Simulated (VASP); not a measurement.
Write the native input for VASP 6.6.1 that does the following.

```yaml
Task: single point
Functional: PBE
Potentials_or_basis: VASP PAW PBE potentials, release 64 (Te_GW)
Cutoff: 450 eV
k_mesh: 6 × 6 × 6
Occupations: gaussian, width 0.02 eV
Spin: no spin polarisation
Further_INCAR_settings: ALGO = Fast; EDIFF = 1e-06; NBANDS = 13
```

The structure of Te lies in POSCAR:

```
Te
1.0
   -2.9577914636      3.8759656627      1.5351528885
    2.9577914636     -3.8759656627      1.5351528885
    2.9577914636      3.8759656627     -1.5351528885
Te
2
Direct
    0.0009290200      0.7509290200      0.2500000000
    0.9990709800      0.2490709800      0.7500000000
```

This isn't the form of Te at room conditions, which is trigonal, of chains.

The input as run:

INCAR

```
SYSTEM = Te
PREC = Accurate ; ENCUT = 450
EDIFF = 1E-6 ; ISMEAR = 0
SIGMA = 0.02 ; LREAL = .False.
LASPH = .True. ; NELM = 60
ALGO = Fast ; ISIF = 2
LWAVE = .False. ; LCHARG = .True.
GGA = PE ; LELF = .True.
LVHAR = .True. ; NBANDS = 13
```

KPOINTS

```
Automatic mesh
0
Gamma
  6 6 6
  0 0 0
```

Potentials or basis: VASP PAW PBE potentials, release 64 (Te_GW).

Run with:

```sh
$ cat potpaw_PBE.64/Te_GW/POTCAR > POTCAR
$ mpirun -np 1 vasp_std > vasp.out
```

Results of the run:

```
Pressure               : 0.7 GPa
Largest force          : 0.004 eV/Å
Band gap on the k mesh : none (metal or under the smearing width)
```

Caveat: the k mesh is coarse (spacing up to 0.38 Å⁻¹), so the values aren't converged.

Run time: 63 s on 1 thread of AMD EPYC 7R43 64-Core Processor (Zen 3), on a shared host, peak memory 0.17 GiB.
